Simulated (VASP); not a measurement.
# Rb (P6/mmm) in VASP: notebook

Runs on Rb. Level: PBE. Tasks: single point.

All numbers are computed with VASP 6.6.1; they aren't measurements. Logs are shortened: lines on timing, memory, paths and dates and some standing lists are left out, and cuts for length are marked.

## 1. Starting point

The structure is hexagonal, space group P6/mmm (No. 191). The conventional cell has a = 8.086 Å, b = 8.086 Å, c = 4.857 Å, α = 90.00°, β = 90.00°, γ = 120.00°.

The cell was built by a generator and needn't be a form met in nature.

## 2. Single point, PBE

INCAR reads:

```
ALGO = Fast ; EDIFF = 1E-7
ENCUT = 520 ; GGA = PE
ISIF = 2 ; ISMEAR = 0
LASPH = True ; LCHARG = False
LREAL = False ; LWAVE = False
NBANDS = 20 ; NELM = 100
PREC = Accurate ; SIGMA = 0.1
```

KPOINTS reads:

```
k-points
0
Gamma
  9 9 8
```

POSCAR reads:

```
Rb
1.0
    8.0855713165      0.0000000000      0.0000000000
   -4.0427856582      7.0023101642      0.0000000000
    0.0000000000      0.0000000000      4.8568061038
Rb
3
Direct
    0.3333333333      0.6666666667      0.5000000000
    0.0000000000      0.0000000000      0.0000000000
    0.6666666667      0.3333333333      0.5000000000
```

Potentials or basis: VASP PAW PBE potentials, release 64 (Rb_sv).

The run is started by

```console
$ cat potpaw_PBE.64/Rb_sv/POTCAR > POTCAR
$ mpirun -np 1 vasp_std > vasp.out
```

OUTCAR:

```text
EDIFF = 1E-7
   ENCUT = 520
   GGA = PE
   ISIF = 2
   ISMEAR = 0
   LASPH = True
   LREAL = False
   NELM = 100
   PREC = Accurate

 ion  position               nearest neighbor table
   1  0.333  0.667  0.500-   3 4.67   3 4.67   3 4.67   2 5.26   2 5.26   2 5.26   2 5.26   2 5.26
                             2 5.26
   2  0.000  0.000  0.000-   1 5.26   3 5.26   1 5.26   3 5.26   1 5.26   1 5.26   3 5.26   3 5.26
                             3 5.26   3 5.26   1 5.26   1 5.26
   3  0.667  0.333  0.500-   1 4.67   1 4.67   1 4.67   2 5.26   2 5.26   2 5.26   2 5.26   2 5.26
                             2 5.26

  LATTYP: Found a hexagonal cell.
 ALAT       =     8.0855713165
 C/A-ratio  =     0.6006756868

  Lattice vectors:

 A1 = (   8.0855713165,   0.0000000000,   0.0000000000)
 A2 = (  -4.0427856582,   7.0023101642,   0.0000000000)
 A3 = (   0.0000000000,   0.0000000000,   4.8568061038)

Analysis of symmetry for initial positions (statically):
=====================================================================
 Subroutine PRICEL returns:
 Original cell was already a primitive cell.

 Routine SETGRP: Setting up the symmetry group for a
 hexagonal supercell.

 Subroutine GETGRP returns: Found 24 space group operations
 (whereof 24 operations were pure point group operations)
 out of a pool of 24 trial point group operations.

The static configuration has the point symmetry D_6h.

Analysis of symmetry for dynamics (positions and initial velocities):
=====================================================================
 Subroutine PRICEL returns:
 Original cell was already a primitive cell.

 Routine SETGRP: Setting up the symmetry group for a
 hexagonal supercell.

 Subroutine GETGRP returns: Found 24 space group operations
 (whereof 24 operations were pure point group operations)
 out of a pool of 24 trial point group operations.

The dynamic configuration has the point symmetry D_6h.

 Subroutine INISYM returns: Found 24 space group operations
 (whereof 24 operations are pure point group operations),
 and found     1 'primitive' translations

----------------------------------------------------------------------------------------

                                     Primitive cell

  volume of cell :     274.9811

  direct lattice vectors                    reciprocal lattice vectors
     8.085571316  0.000000000  0.000000000     0.123677098  0.071405006  0.000000000
    -4.042785658  7.002310164  0.000000000     0.000000000  0.142810012  0.000000000
     0.000000000  0.000000000  4.856806104     0.000000000  0.000000000  0.205896628

  length of vectors
     8.085571316  8.085571316  4.856806104     0.142810012  0.142810012  0.205896628

  position of ions in fractional coordinates (direct lattice)
     0.333333333  0.666666667  0.500000000
     0.000000000  0.000000000  0.000000000
     0.666666667  0.333333333  0.500000000

  ion indices of the primitive-cell ions
   primitive index   ion index
                 1           1
                 2           2
                 3           3

----------------------------------------------------------------------------------------

 KPOINTS: k-points

Automatic generation of k-mesh.
 Grid dimensions read from file:
 generate k-points for:    9    9    8

 Generating k-lattice:

  Cartesian coordinates                     Fractional coordinates (reciprocal lattice)
     0.013741900  0.007933890  0.000000000     0.111111111  0.000000000  0.000000000
     0.000000000  0.015867779  0.000000000     0.000000000  0.111111111  0.000000000
     0.000000000  0.000000000  0.025737079     0.000000000  0.000000000  0.125000000

  Length of vectors
     0.015867779  0.015867779  0.025737079

  Shift w.r.t. Gamma in fractional coordinates (k-lattice)
     0.000000000  0.000000000  0.000000000

 Subroutine IBZKPT returns following result:
 ===========================================

 Found     60 irreducible k-points:

 Following reciprocal coordinates:
            Coordinates               Weight
  0.000000  0.000000  0.000000      1.000000
  0.111111 -0.000000  0.000000      6.000000
  0.222222 -0.000000  0.000000      6.000000
  0.333333 -0.000000  0.000000      6.000000
  0.444444 -0.000000  0.000000      6.000000
  0.111111  0.111111  0.000000      6.000000
[... 16 lines left out ...]
  0.333333  0.222222  0.125000     24.000000
  0.333333  0.333333  0.125000      4.000000
 [... further k-points ...]
   k-points           NKPTS =     60   k-points in BZ     NKDIM =     60   number of bands    NBANDS=     20
   number of dos      NEDOS =    301   number of ions     NIONS =      3
   total plane-waves  NPLWV = 129600
   dimension x,y,z NGX =    60 NGY =   60 NGZ =   36
   dimension x,y,z NGXF=   120 NGYF=  120 NGZF=   72
   ions per type =               3
   NGX,Y,Z   is equivalent  to a cutoff of  12.34, 12.34, 12.32 a.u.
   NGXF,Y,Z  is equivalent  to a cutoff of  24.67, 24.67, 24.65 a.u.
 SYSTEM =  unknown system
   PREC   = accura    normal or accurate (medium, high low for compatibility)
   ISTART =      0    job   : 0-new  1-cont  2-samecut
   ICHARG =      2    charge: 1-file 2-atom 10-const
   ISPIN  =      1    spin polarized calculation?
   LNONCOLLINEAR =      F non collinear calculations
   LSORBIT =      F    spin-orbit coupling
   LASPH  =      T    aspherical Exc in radial PAW
   ENCUT  =  520.0 eV  38.22 Ry    6.18 a.u.  15.03 15.03  9.03*2*pi/ulx,y,z
   NELM   =    100;   NELMIN=  2; NELMDL= -5     # of ELM steps
   EDIFF  = 0.1E-06   stopping-criterion for ELM
   LREAL  =      F    real-space projection
   EDIFFG = 0.1E-05   stopping-criterion for IOM
   NSW    =      0    number of steps for IOM
   IBRION =     -1    ionic relax: 0-MD 1-quasi-New 2-CG
   NFREE  =      0    steps in history (QN), initial steepest desc. (CG)
   ISIF   =      2    stress and relaxation
   ISYM   =      2    0-nonsym 1-usesym 2-fastsym
   POTIM  = 0.5000    time-step for ionic-motion
   TEBEG  =    0.0;   TEEND  =   0.0 temperature during run
   PSTRESS=    0.0 pullay stress
   NELECT =      27.0000    total number of electrons
   NUPDOWN=      -1.0000    fix difference up-down
   EMIN   =  10.00;   EMAX   =-10.00  energy-range for DOS
   EFERMI =   0.00;   METHOD = LEGACY
   ISMEAR =     0;   SIGMA  =   0.10  broadening in eV -4-tet -1-fermi 0-gaus
   EFERMI_NEDOS =   21; number of points for ismear=-14 and -15
   IALGO  =     68    algorithm
   IMIX   =      4    mixing-type and parameters
     AMIX     =   0.40;   BMIX     =  1.00
     AMIX_MAG =   1.60;   BMIX_MAG =  1.00
  volume/ion in A,a.u.               =      91.66       618.55
  Fermi-wavevector in a.u.,A,eV,Ry     =   0.755258  1.427230  7.760956  0.570414
  Thomas-Fermi vector in A             =   1.853111
   LORBIT       =      0    0 simple, 1 ext, 2 COOP (PROOUT), +10 PAW based schemes
   GGA     = PE    functional components
   LHFCALC =     F    Hartree Fock is set to
   AEXX    =    0.0000 exact exchange contribution
   IVDW    =     0    specifies the selected vdW correction
   LEPSILON=     F    determine dielectric tensor
   LRPA    =     F    only Hartree local field effects (RPA)
 non-spin polarized calculation
 RMM-DIIS sequential band-by-band and
 Gauss-broadening in eV      SIGMA  =   0.10
  energy-cutoff  :      520.00
  volume of cell :      274.98
 maximum number of plane-waves:      7431
   NGX = 31   NGY = 31   NGZ = 19

 number of electron      27.0000000 magnetization

 Free energy of the ion-electron system (eV)
  ---------------------------------------------------
  ext. energy  EPLUGINS =         0.00000000
  ---------------------------------------------------
  free energy    TOTEN  =        -2.78854243 eV

  energy without entropy =       -2.77396092  energy(sigma->0) =       -2.78125168

 E-fermi :   0.0153     XC(G=0):  -5.4473

 val. band max:        0.0042748920   @ k =   0.2222   0.1111   0.5000
 cond. band min:       0.0211863790   @ k =   0.1111   0.1111   0.5000
 fundamental gap:      0.0169114870
 Fermi energy:         0.0152692939

 k-point     1 :       0.0000    0.0000    0.0000
  band No.  band energies     occupation
      1     -28.9439      2.00000
      2     -28.9383      2.00000
      3     -28.8632      2.00000
      4     -13.0673      2.00000
      5     -13.0673      2.00000
      6     -13.0054      2.00000
[... 12 lines left out ...]
     19       1.3379      0.00000
     20       3.1285      0.00000

 k-point     2 :       0.1111   -0.0000    0.0000
  band No.  band energies     occupation
      1     -28.9438      2.00000
      2     -28.9384      2.00000
      3     -28.8632      2.00000
      4     -13.0688      2.00000
      5     -13.0665      2.00000
      6     -13.0046      2.00000
[... 12 lines left out ...]
     19       1.7143      0.00000
     20       3.1697      0.00000

 k-point     3 :       0.2222   -0.0000    0.0000
  band No.  band energies     occupation
      1     -28.9434      2.00000
      2     -28.9388      2.00000
      3     -28.8632      2.00000
      4     -13.0725      2.00000
      5     -13.0635      2.00000
      6     -13.0043      2.00000
[... 12 lines left out ...]
     19       2.1734      0.00000
     20       3.2012      0.00000

 k-point     4 :       0.3333   -0.0000    0.0000
  band No.  band energies     occupation
      1     -28.9427      2.00000
      2     -28.9395      2.00000
      3     -28.8632      2.00000
      4     -13.0762      2.00000
      5     -13.0576      2.00000
      6     -13.0085      2.00000
[... 429 lines left out ...]
 k-point    23 :       0.3333    0.2222    0.1250
  band No.  band energies     occupation
      1     -28.9414      2.00000
      2     -28.9401      2.00000
      3     -28.8629      2.00000
      4     -13.0754      2.00000
      5     -13.0453      2.00000
      6     -13.0238      2.00000
[... 12 lines left out ...]
     19       2.5149      0.00000
     20       2.7414      0.00000

 k-point    24 :       0.3333    0.3333    0.1250
  band No.  band energies     occupation
      1     -28.9408      2.00000
      2     -28.9408      2.00000
      3     -28.8629      2.00000
      4     -13.0753      2.00000
      5     -13.0353      2.00000
      6     -13.0353      2.00000
[... 12 lines left out ...]
     19       2.6940      0.00000
     20       2.7110      0.00000

 [... further k-points ...]

------------------------ aborting loop because EDIFF is reached ----------------------------------------

  FORCE on cell =-STRESS in cart. coord.  units (eV):
  Direction    XX          YY          ZZ          XY          YZ          ZX
  --------------------------------------------------------------------------------------
  -------------------------------------------------------------------------------------
  Total        0.0078501      0.0078501      0.0083665      0.0000000     -0.0000000      0.0000000
  in kB        0.0457388      0.0457388      0.0487477      0.0000000     -0.0000000      0.0000000
  external PRESSURE =       0.0467418 kB  Pullay stress =       0.0000000 kB

 VOLUME and BASIS-vectors are now :
 -----------------------------------------------------------------------------
  energy-cutoff  :      520.00
  volume of cell :      274.98
      direct lattice vectors                 reciprocal lattice vectors
     8.085571316  0.000000000  0.000000000     0.123677098  0.071405006  0.000000000
    -4.042785658  7.002310164  0.000000000     0.000000000  0.142810012  0.000000000
     0.000000000  0.000000000  4.856806104     0.000000000  0.000000000  0.205896628

 POSITION                                       TOTAL-FORCE (eV/Angst)
 -----------------------------------------------------------------------------------
     -0.00000      4.66821      2.42840         0.000000      0.000000     -0.000000
      0.00000      0.00000      0.00000        -0.000000      0.000000      0.000000
      4.04279      2.33410      2.42840        -0.000000      0.000000      0.000000
 -----------------------------------------------------------------------------------
    total drift:                                0.000000     -0.000000      0.000000

  FREE ENERGIE OF THE ION-ELECTRON SYSTEM (eV)
  ---------------------------------------------------
  free  energy   TOTEN  =        -2.7885424262 eV

  energy  without entropy=       -2.7739609247  energy(sigma->0) =       -2.78125168
```

It took 6.1 min on 1 thread of Intel Xeon Platinum 8488C (Sapphire Rapids), shared host; peak memory 0.5 GiB.

Results:

| Item | Value |
| --- | --- |
| Free energy | -2.7885 eV |
| Pressure | 0.0 GPa |
| Band gap on the k mesh | none (metal or under the smearing width) |

(Continued in part 2 of 2.)
